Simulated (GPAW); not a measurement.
# GaN (P6_3mc) in GPAW: settings compared, part 2 of 2

GPAW 26.7.0. Earlier steps stand in the parts before.

## (3) Relaxation of cell and atoms, PBEsol+D3(BJ)

Contents of run.py:

```python
from ase import Atoms
from ase.calculators.mixing import SumCalculator
from ase.filters import FrechetCellFilter
from ase.io import write
from ase.optimize import LBFGS
from dftd3.ase import DFTD3
from gpaw import GPAW, PW, setup_paths

setup_paths.insert(0, '.')

atoms = Atoms(['Ga', 'Ga', 'N', 'N'],
              cell=[[3.18, 0.0, 0.0],
                    [-1.59, 2.753960784, 0.0],
                    [0.0, 0.0, 5.166]],
              scaled_positions=[[0.6666666667, 0.3333333333, 0.5],
                                [0.3333333333, 0.6666666667, 0.0],
                                [0.6666666667, 0.3333333333, 0.875],
                                [0.3333333333, 0.6666666667, 0.375]],
              pbc=True)

calc = GPAW(mode=PW(800),
            xc='PBEsol',
            kpts={'size': (7, 7, 4), 'gamma': True},
            occupations={'name': 'fermi-dirac', 'width': 0.05},
            nbands=18,
            convergence={'density': 1e-05, 'energy': 1e-05},
            maxiter=150,
            txt='gpaw.txt')
atoms.calc = SumCalculator([calc, DFTD3(method='pbesol', damping='d3bj')])
opt = LBFGS(FrechetCellFilter(atoms), trajectory='relax.traj', logfile='-')
done = opt.run(fmax=0.05, steps=100)
calc.write('gs.gpw')
write('result.traj', atoms)
print('Converged:', done)
print('Cell:', atoms.cell.cellpar().round(4))
print('Volume:', round(atoms.get_volume(), 4))
print(atoms.get_scaled_positions().round(5))
```

Potentials or basis: PAW data sets generated in the run's folder for this functional, pw.

Command:

```sh
gpaw-setup -f PBEsol Ga N
OMP_NUM_THREADS=1 python run.py
```

gpaw.txt:

```text
__  _  _
 | _ |_)|_||  |
 |__||  | ||/\| - 26.7.0

Input parameters:
  mode=PW(ecut=800.0),
  convergence={'density': 1e-05, 'energy': 1e-05},
  kpts=MonkhorstPack(size=(7, 7, 4), gamma=True),
  maxiter=150,
  nbands=18,
  occupations=Occupations(name='fermi-dirac', width=0.05),
  xc=XC(name='PBEsol')

Diagonalizing LCAO Hamiltonian
Converting LCAO to pw mode

           N

           Ga
        N

        Ga

Atoms  # Å, Bohr magnetons
|   | symbol |         x |        y |        z |    initial magnetic moments |
|---|--------|-----------|----------|----------|-----------------------------|
| 0 |     Ga |  1.590000 | 0.917987 | 2.583000 | ( 0.0000,  0.0000,  0.0000) |
| 1 |     Ga | -0.000000 | 1.835974 | 0.000000 | ( 0.0000,  0.0000,  0.0000) |
| 2 |      N |  1.590000 | 0.917987 | 4.520250 | ( 0.0000,  0.0000,  0.0000) |
| 3 |      N | -0.000000 | 1.835974 | 1.937250 | ( 0.0000,  0.0000,  0.0000) |

Unit cell  # Å
| periodic |         x |        y |        z |  lengths |     angles |
|----------|-----------|----------|----------|----------|------------|
|      yes |  3.180000 | 0.000000 | 0.000000 | 3.180000 |  90.000000 |
|      yes | -1.590000 | 2.753961 | 0.000000 | 3.180000 |  90.000000 |
|      yes |  0.000000 | 0.000000 | 5.166000 | 5.166000 | 120.000000 |

Number of symmetries: 6
Symmetry operations  # r_c * U_cc + t_c -> r_c
|   | kind |            matrix            |
|---|------|------------------------------|
| 0 |  σ   |  1, 1, 0,  0,-1, 0,  0, 0, 1 |
| 1 |  E   |  1, 0, 0,  0, 1, 0,  0, 0, 1 |
| 2 |  C3  |  0, 1, 0, -1,-1, 0,  0, 0, 1 |
| 3 |  σ   |  0,-1, 0, -1, 0, 0,  0, 0, 1 |
| 4 |  σ   | -1, 0, 0,  1, 1, 0,  0, 0, 1 |
| 5 |  C3  | -1,-1, 0,  1, 0, 0,  0, 0, 1 |

BZ-sampling:
  Number of BZ points: 196
  Number of IBZ points: 28

  Monkhorst-Pack size: [7, 7, 4]
  Monkhorst-Pack shift: [0.0, 0.0, 0.125]

K-points  # in reciprocal-cell coordinates
|     |                                coordinates |     weight |
|-----|--------------------------------------------|------------|
|   0 | (  0.00000000,   0.00000000,   0.00000000) | 0.00510204 |
|   1 | (  0.00000000,   0.00000000,   0.25000000) | 0.01020408 |
|   2 | (  0.00000000,   0.00000000,   0.50000000) | 0.00510204 |
|   3 | (  0.14285714,   0.00000000,  -0.25000000) | 0.03061224 |
|   4 | (  0.14285714,   0.00000000,   0.00000000) | 0.03061224 |
|   5 | (  0.14285714,   0.00000000,   0.25000000) | 0.03061224 |
|   6 | (  0.14285714,   0.00000000,   0.50000000) | 0.03061224 |
|   7 | (  0.28571429,  -0.14285714,   0.00000000) | 0.03061224 |
|   8 | (  0.28571429,  -0.14285714,   0.25000000) | 0.06122449 |
|   9 | (  0.28571429,  -0.14285714,   0.50000000) | 0.03061224 |
| ... |                                            |            |
|  27 | (  0.42857143,   0.42857143,   0.50000000) | 0.03061224 |

Plane wave coefficients: 2352
Cutoff: 800.0 eV

Spin-components: 1 (collinear spins)
Bands:           18
Projectors:      20
Spin-degeneracy: 2
Datatype:        complex128

Parallelization:
  kpt:    1
  domain: 1
  band:   1

Density:
  Valence electrons: 16.0
  Components: 1
  Grid points: [21 21 35]
  Charge: 0.0  # |e|

Potential:
  Grid points: [21 21 35]

species:
  Ga:
    name:    Gallium
    Z:       31.0
    valence: 3
    core:    28
    charge:  0.0  # [|e|]
    compensation charges:
      type: gauss
      rc: 0.37  # [Å]
      lmax: 2
    cutoffs:
      filter: 2.06  # [Å]
      core: 4.17  # [Å]
    projectors
    | kind |    occ | energy [eV] | rcut [Å] |
    |------|--------|-------------|----------|
    |   4s |  2.000 |      -8.959 |    1.164 |
    |   4p |  1.000 |      -2.572 |    1.164 |
    |    s |        |      18.252 |    1.164 |
    |    p |        |      24.640 |    1.164 |
    |    d |        |       0.000 |    1.164 |

    Using partial waves for Ga as LCAO basis

  N:
    name:    Nitrogen
    Z:       7.0
    valence: 5
    core:    2
    charge:  0.0  # [|e|]
    compensation charges:
      type: gauss
      rc: 0.18  # [Å]
      lmax: 2
    cutoffs:
      filter: 1.11  # [Å]
      core: 0.96  # [Å]
    projectors
    | kind |    occ | energy [eV] | rcut [Å] |
    |------|--------|-------------|----------|
    |   2s |  2.000 |     -18.455 |    0.603 |
    |   2p |  3.000 |      -7.035 |    0.529 |
    |    s |        |       8.756 |    0.603 |
    |    p |        |      20.177 |    0.529 |
    |    d |        |       0.000 |    0.577 |

    Using partial waves for N as LCAO basis

Reference energy: -108640.810967  # eV

eigensolver:
  PPCG
  Converge bands: occupied
  niter=2

density mixing:
  MSR1-Mixer
  Pratt-step length: 0.05
  Maximum mixing coefficient: 0.75
  Old densities: 10
  SVD Regularization: 0.005
  Good broyden scale: 1.0
  Trust region scale: 1.0
  Backstep threshold: 4.0
  History deletion threshold: 6.0
  Fourier metric: weight=20.0, sigma=0.015

occupation numbers:
  Fermi-Dirac:
    width: 0.0500  # eV

poisson solver:
  ecut: 6400.0  # eV

xc functional:
  name: PBEsol with 2 nearest neighbor stencil

convergence criteria:
- Maximum integral of absolute [dens]ity change: 1e-05 electrons / valence electron
- Maximum [total energy] change in last 3 cyles: 1e-05 eV / valence electron
- Maximum integral of absolute [eigenst]ate change: 4e-08 eV^2 / valence electron
maximum number of iterations: 150

SCF iterations
|iter     | |      energy | eigst |  dens |
|---------|-|-------------|-------|-------|
|iter:   1| |  -29.471710 | -0.15 |       |
|iter:   2| |  -28.554080 | -1.86 | -0.58 |
|iter:   3| |  -26.045483 | -0.56 | -0.63 |
|iter:   4| |  -26.036597 | -2.90 | -1.31 |
|iter:   5| |  -26.034643 | -3.47 | -1.58 |
|iter:   6| |  -26.034650 | -5.53 | -2.91 |
|iter:   7| |  -26.034663c| -6.28 | -3.25 |
|iter:   8| |  -26.034663c| -7.78c| -4.26 |
|iter:   9| |  -26.034663c| -7.92c| -4.80 |
|iter:  10| |  -26.034663c| -8.48c| -5.06c|

Converged in 10 steps
Energy contributions relative to reference atoms: (reference = -108640.810967)
[... 897 lines left out ...]
Reference energy: -108640.810967  # eV

eigensolver:
  PPCG
  Converge bands: occupied
  niter=2

density mixing:
  MSR1-Mixer
  Pratt-step length: 0.05
  Maximum mixing coefficient: 0.75
  Old densities: 10
  SVD Regularization: 0.005
  Good broyden scale: 1.0
  Trust region scale: 1.0
  Backstep threshold: 4.0
  History deletion threshold: 6.0
  Fourier metric: weight=20.0, sigma=0.015

occupation numbers:
  Fermi-Dirac:
    width: 0.0500  # eV

poisson solver:
  ecut: 6400.0  # eV

xc functional:
  name: PBEsol with 2 nearest neighbor stencil

convergence criteria:
- Maximum integral of absolute [dens]ity change: 1e-05 electrons / valence electron
- Maximum [total energy] change in last 3 cyles: 1e-05 eV / valence electron
- Maximum integral of absolute [eigenst]ate change: 4e-08 eV^2 / valence electron
maximum number of iterations: 150

SCF iterations
|iter     | |      energy | eigst |  dens |
|---------|-|-------------|-------|-------|
|iter:   1| |  -26.090915 | -2.36 |       |
|iter:   2| |  -26.090651 | -4.74 | -2.32 |
|iter:   3| |  -26.089384 | -4.06 | -2.36 |
|iter:   4| |  -26.089388 | -5.36 | -3.05 |
|iter:   5| |  -26.089392c| -6.85 | -3.63 |
|iter:   6| |  -26.089393c| -7.74c| -3.98 |
|iter:   7| |  -26.089393c| -8.81c| -5.04c|

Converged in 7 steps
Energy contributions relative to reference atoms: (reference = -108640.810967)

Energy contributions:
  Kinetic:          61.202802
  Coulomb:         -54.374526
  Zero:              0.287044
  External:          0.000000
  Xc:              -33.204712
  Entropy:          -0.000000
  Spinorbit:         0.000000
  ----------------------------
  Free energy:     -26.089393
  Extrapolated:    -26.089393

dipole moment: (-0.000025, -0.000039, 14.559892)  # |e|*Ang

Fermi level: 7.028
Eigenvalues  # (at kpt = [0.000, 0.000, 0.000])
| band index |      eig [eV] | occ [0-2] |
|------------|---------------|-----------|
|          0 |        -9.664 |     2.000 |
|          1 |        -7.358 |     2.000 |
|          2 |        -0.861 |     2.000 |
|          3 |         5.061 |     2.000 |
|          4 |         5.061 |     2.000 |
|          5 |         6.060 |     2.000 |
[... 8 lines left out ...]
|         14 |        17.631 |     0.000 |
|         15 |        17.631 |     0.000 |
|        ... |               |           |
|         17 |        21.135 |     0.000 |

Gap: 1.857 eV
Transition (v -> c):
  (s=0, k=0, n=7, [0.00, 0.00, 0.00]) -> (s=0, k=0, n=8, [0.00, 0.00, 0.00])
No difference between direct/indirect transitions

Stress tensor  # eV/Ang^3
|         x |         y |         z |
|-----------|-----------|-----------|
| -0.019200 | -0.000000 |  0.000000 |
| -0.000000 | -0.019200 | -0.000000 |
|  0.000000 | -0.000000 | -0.017264 |

Forces  # eV/Ang
|        x |        y |        z |
|----------|----------|----------|
| -0.00000 |  0.00000 |  0.02407 |  # Ga   0
|  0.00000 | -0.00000 |  0.02412 |  # Ga   1
| -0.00000 |  0.00000 | -0.02399 |  # N    2
|  0.00000 |  0.00000 | -0.02396 |  # N    3

# Writing to gs.gpw (mode='')
```

Wall time 81 s (1 thread of Arm Neoverse V2, shared host); peak memory 0.24 GiB.

What came out:

```
Free energy                            : -26.9571 eV
Relaxed volume                         : 11.63 Å³/atom
Relaxed cell                           : a = 3.208 Å, b = 3.208 Å, c = 5.218 Å, α = 90.00°, β = 90.00°, γ = 120.00°
Space group after relaxing (to 0.05 Å) : P6_3mc (No. 186)
Energy gained by relaxing              : 7.5 meV/atom
Ionic steps                            : 5
Pressure after relaxing                : -0.1 GPa
Largest force after relaxing           : 0.024 eV/Å
Band gap on the k mesh                 : 1.86 eV, direct
Dispersion energy per atom             : -0.217 eV
```

Forces in eV/Å, atoms in the order of the input:
```
Ga   0.000  0.000  0.023
Ga   0.000  0.000  0.024
N    0.000  0.000 -0.023
N    0.000  0.000 -0.023
```

Step by step:
| step | energy change (eV) | largest force (eV/Å) | pressure (GPa) | volume (Å³) |
| --- | --- | --- | --- | --- |
| 1 | 0.0000 | 0.1780 | 6.09 | 45.24 |
| 2 | -0.0097 | 0.0851 | 5.01 | 45.45 |
| 3 | -0.0272 | 0.1031 | 1.22 | 46.23 |
| 4 | -0.0291 | 0.0814 | 0.45 | 46.40 |
| 5 | -0.0301 | 0.0235 | -0.06 | 46.51 |

Final structure:
```
CELL_PARAMETERS angstrom
3.20820 0.00000 0.00000
-1.60410 2.77838 0.00000
0.00000 0.00000 5.21752
ATOMIC_POSITIONS crystal
Ga 0.66667 0.33333 0.49886
Ga 0.33333 0.66667 0.99886
N 0.66667 0.33333 0.87614
N 0.33333 0.66667 0.37613
```

Caveat: the data sets keep Ga 3d, Li 1s and Be 1s frozen, and some such compounds lay over 1.5 % in volume off other programs; later steps reuse the first step's grids. Zero-point motion and thermal expansion aren't in these numbers.

## (4) Single point, PBE

Contents of run.py:

```python
from ase.dft.bandgap import bandgap
from ase.io import read, write
from ase.units import GPa
from gpaw import GPAW, PW

atoms = read('POSCAR')

calc = GPAW(mode=PW(250),
            xc='PBE',
            kpts={'size': (7, 7, 4), 'gamma': True},
            occupations={'name': 'fermi-dirac', 'width': 0.05},
            nbands=18,
            convergence={'density': 1e-05, 'energy': 1e-05},
            maxiter=100,
            txt='gpaw.txt')
atoms.calc = calc
energy = atoms.get_potential_energy()
forces = atoms.get_forces()
stress = atoms.get_stress()
calc.write('gs.gpw')
write('result.traj', atoms)
print(f'Energy: {energy:.6f} eV')
print('Forces (eV/A):')
print(forces.round(4))
print('Stress (GPa):', (stress / GPa).round(3))
print('Fermi level:', round(calc.get_fermi_level(), 4), 'eV')
print(f'Gap: {bandgap(calc)[0]:.4f} eV, direct: {bandgap(calc, direct=True)[0]:.4f} eV')
```

Contents of POSCAR:

```
GaN
1.0
    3.1800000000      0.0000000000      0.0000000000
   -1.5900000000      2.7539607840      0.0000000000
    0.0000000000      0.0000000000      5.1660000000
Ga N
2 2
Direct
    0.6666666667      0.3333333333      0.5000000000
    0.3333333333      0.6666666667      0.0000000000
    0.6666666667      0.3333333333      0.8750000000
    0.3333333333      0.6666666667      0.3750000000
```

Potentials or basis: GPAW PAW data sets (gpaw-data 1.2.1), pw.

Command:

```sh
OMP_NUM_THREADS=1 python run.py
```

gpaw.txt:

```text
__  _  _
 | _ |_)|_||  |
 |__||  | ||/\| - 26.7.0

Input parameters:
  mode=PW(ecut=250.0),
  convergence={'density': 1e-05, 'energy': 1e-05},
  kpts=MonkhorstPack(size=(7, 7, 4), gamma=True),
  maxiter=100,
  nbands=18,
  occupations=Occupations(name='fermi-dirac', width=0.05),
  xc=XC(name='PBE')

Diagonalizing LCAO Hamiltonian
Converting LCAO to pw mode

           N

           Ga
        N

        Ga

Atoms  # Å, Bohr magnetons
|   | symbol |         x |        y |        z |    initial magnetic moments |
|---|--------|-----------|----------|----------|-----------------------------|
| 0 |     Ga |  1.590000 | 0.917987 | 2.583000 | ( 0.0000,  0.0000,  0.0000) |
| 1 |     Ga | -0.000000 | 1.835974 | 0.000000 | ( 0.0000,  0.0000,  0.0000) |
| 2 |      N |  1.590000 | 0.917987 | 4.520250 | ( 0.0000,  0.0000,  0.0000) |
| 3 |      N | -0.000000 | 1.835974 | 1.937250 | ( 0.0000,  0.0000,  0.0000) |

Unit cell  # Å
| periodic |         x |        y |        z |  lengths |     angles |
|----------|-----------|----------|----------|----------|------------|
|      yes |  3.180000 | 0.000000 | 0.000000 | 3.180000 |  90.000000 |
|      yes | -1.590000 | 2.753961 | 0.000000 | 3.180000 |  90.000000 |
|      yes |  0.000000 | 0.000000 | 5.166000 | 5.166000 | 120.000000 |

Number of symmetries: 6
Symmetry operations  # r_c * U_cc + t_c -> r_c
|   | kind |            matrix            |
|---|------|------------------------------|
| 0 |  σ   |  1, 1, 0,  0,-1, 0,  0, 0, 1 |
| 1 |  E   |  1, 0, 0,  0, 1, 0,  0, 0, 1 |
| 2 |  C3  |  0, 1, 0, -1,-1, 0,  0, 0, 1 |
| 3 |  σ   |  0,-1, 0, -1, 0, 0,  0, 0, 1 |
[... 131 lines left out ...]
maximum number of iterations: 100

SCF iterations
|iter     | |      energy | eigst |  dens |
|---------|-|-------------|-------|-------|
|iter:   1| |   -8.096108 | -0.16 |       |
|iter:   2| |   -7.984501 | -2.50 | -0.72 |
|iter:   3| |   -7.267623 | -2.08 | -0.75 |
|iter:   4| |   -7.235606 | -3.00 | -1.42 |
|iter:   5| |   -7.234115 | -4.03 | -2.13 |
|iter:   6| |   -7.234094 | -5.17 | -2.70 |
|iter:   7| |   -7.234095c| -6.98 | -3.69 |
|iter:   8| |   -7.234095c| -7.63c| -4.01 |
|iter:   9| |   -7.234095c| -8.46c| -4.26 |
|iter:  10| |   -7.234095c| -9.06c| -5.26c|

Converged in 10 steps
Energy contributions relative to reference atoms: (reference = -108732.786066)

Energy contributions:
  Kinetic:          29.067007
  Coulomb:          -8.775267
  Zero:              0.871755
  External:          0.000000
  Xc:              -28.397185
  Entropy:          -0.000811
  Spinorbit:         0.000000
  ----------------------------
  Free energy:      -7.234501
  Extrapolated:     -7.234095

dipole moment: (-0.000023, -0.000040, -11.327051)  # |e|*Ang

Fermi level: 7.720
Eigenvalues  # (at kpt = [0.000, 0.000, 0.000])
| band index |      eig [eV] | occ [0-2] |
|------------|---------------|-----------|
|          0 |       -10.592 |     2.000 |
|          1 |        -8.580 |     2.000 |
|          2 |        -0.404 |     2.000 |
|          3 |         6.089 |     2.000 |
|          4 |         6.089 |     2.000 |
|          5 |         7.469 |     1.987 |
[... 8 lines left out ...]
|         14 |        18.707 |     0.000 |
|         15 |        18.707 |     0.000 |
|        ... |               |           |
|         17 |        21.955 |     0.000 |

Gap: 0.124 eV
Transition (v -> c):
  (s=0, k=0, n=7, [0.00, 0.00, 0.00]) -> (s=0, k=0, n=8, [0.00, 0.00, 0.00])
No difference between direct/indirect transitions

Forces  # eV/Ang
|        x |       y |        z |
|----------|---------|----------|
| -0.00000 | 0.00000 | -0.18502 |  # Ga   0
| -0.00000 | 0.00000 | -0.18504 |  # Ga   1
| -0.00000 | 0.00000 |  0.18366 |  # N    2
|  0.00000 | 0.00000 |  0.18376 |  # N    3

Stress tensor  # eV/Ang^3
|        x |         y |         z |
|----------|-----------|-----------|
| 0.361885 |  0.000000 |  0.000000 |
| 0.000000 |  0.361885 | -0.000000 |
| 0.000000 | -0.000000 |  0.342322 |

# Writing to gs.gpw (mode='')
```

It took 5 s on 1 thread of Arm Neoverse V2, shared host; peak memory 0.12 GiB.

The run converged, but some of its settings lie outside the range that counts as converged, so its numbers aren't taken as properties of the crystal.

What came out:

```
Free energy            : -7.2345 eV
Pressure               : -56.9 GPa
Largest force          : 0.185 eV/Å
Band gap on the k mesh : 0.12 eV, direct
```

Caveat: the cutoff is short for stress and forces, so pressures can be off by a GPa or more; the data sets keep Ga 3d, Li 1s and Be 1s frozen, and some such compounds lay over 1.5 % in volume off other programs; a pressure of tens of GPa on the cell as given is suspect, and the run, the potentials or the cell itself is likely at fault.

## (5) Against experiment

Step 2. Measured gap of GaN: 3.503 eV (direct; quoted in “Studying electronic properties in GaN without electrical contacts using γ-γ vs e−-γ Perturbed Angular Correlations”, 2019, pmc:6823545). This calculation gives 2.05 eV (-1.45 eV). Spin-orbit coupling on Ga is left out. The value is that of PBE, without temperature or zero-point motion. Semilocal functionals fall short of measured gaps as a rule.
